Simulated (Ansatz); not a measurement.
**AlNi3: how settings move the results**

An exercise on one series of results from a longer session: the logs are not shown, and one member is left open.

Method: DFT PBEsol, scalar-relativistic, plane waves, PAW for the base; runs at other levels say so in their headings and inputs, unless a step's input says otherwise, in Ansatz 0.2.0.

1 further run of the same task is left out (set aside as unsound or not needed). Runs told in other sessions of the task aren't counted.

## The system as given

It takes space group Fm-3m (No. 225, cubic). The conventional cell has a = 5.604 Å, b = 5.604 Å, c = 5.604 Å, α = 90.00°, β = 90.00°, γ = 90.00°. Al (site symmetry m-3m) has 8 Ni at 2.43 Å in its first shell of neighbours. Ni (site symmetry -43m) has 4 Al at 2.43 Å and 4 Ni at 2.43 Å in its first shell of neighbours. Around Ni (site symmetry m-3m) lie 8 Ni at 2.43 Å.

As a file:

```
Al Ni
1.0
     0.00000    2.80189    2.80189
     2.80189    0.00000    2.80189
     2.80189    2.80189    0.00000
Al Ni
1 3
Cartesian
  2.8019 2.8019 2.8019
  1.4009 1.4009 1.4009
  0.0000 0.0000 0.0000
  4.2028 4.2028 4.2028
```

The structure comes from the Materials Project (structure only); it is used as listed.

## The base run, which the others are set against

File input.yaml:

```yaml
crystal:
  lattice:
    - [0.0, 2.8018887551, 2.8018887551]
    - [2.8018887551, 0.0, 2.8018887551]
    - [2.8018887551, 2.8018887551, 0.0]
  atoms:
    - { symbol: Al, position: [0.5, 0.5, 0.5] }
    - { symbol: Ni, position: [0.25, 0.25, 0.25] }
    - { symbol: Ni, position: [0.0, 0.0, 0.0] }
    - { symbol: Ni, position: [0.75, 0.75, 0.75] }
basis:
  ecutwfc: 420
kpoints:
  mp_grid: { grid: [14, 14, 14] }
hamiltonian:
  xc: pbesol
scf:
  occupations: { method: gaussian, width: 0.1 }
output:
  forces: true
  stress: true
  eigenvalues: true
  populations: true
  write_density: true
  write_potential: true
  elf: true
  volumetric_format: npy
```

Its results, from an earlier run: -4485.2501 eV/atom at zero smearing, pressure -0.74 GPa, largest force 0.000 eV/Å, no gap on the mesh, in 7 SCF cycles and 5 s.

Set-up of the first run:

File input.yaml:

```yaml
crystal:
  lattice:
    - [0.0, 2.8018887551, 2.8018887551]
    - [2.8018887551, 0.0, 2.8018887551]
    - [2.8018887551, 2.8018887551, 0.0]
  atoms:
    - { symbol: Al, position: [0.5, 0.5, 0.5] }
    - { symbol: Ni, position: [0.25, 0.25, 0.25] }
    - { symbol: Ni, position: [0.0, 0.0, 0.0] }
    - { symbol: Ni, position: [0.75, 0.75, 0.75] }
basis:
  ecutwfc: 420
kpoints:
  mp_grid: { grid: [14, 14, 14] }
hamiltonian:
  xc: lda
scf:
  occupations: { method: gaussian, width: 0.1 }
output:
  forces: true
  stress: true
  eigenvalues: true
relax:
  adjacent_minimum: "off"
  f_tol: 0.01
  max_steps: 60
  cell: { stress_tol: 0.05 }
```

Launch:

```console
$ ansatz run input.yaml --threads 1 --pin off --max-ram 2560MiB --backend cpu --events-out ev --progress --plain --runs-dir out
```

Among the steps run: Relaxation, functional: LDA; Relaxation, functional: PBEsol; Relaxation, functional: PBE; Relaxing with functional r2SCAN.

One of the session's tables, all rows but one given; the rest of the session is left out.

```
functional  a (Å)  volume (Å³/atom)
       LDA      ?                 ?
    PBEsol  5.597             10.96
       PBE  5.672             11.41
    r2SCAN  5.604             11.00
```

**Question.** Estimate the row for LDA.

The run gave: a (Å): 5.536; volume (Å³/atom): 10.60. In the column «a (Å)» it is the lowest.

Caveats from the session: Spin polarisation is off in the runs that give these values; a magnetic solution could lie lower.
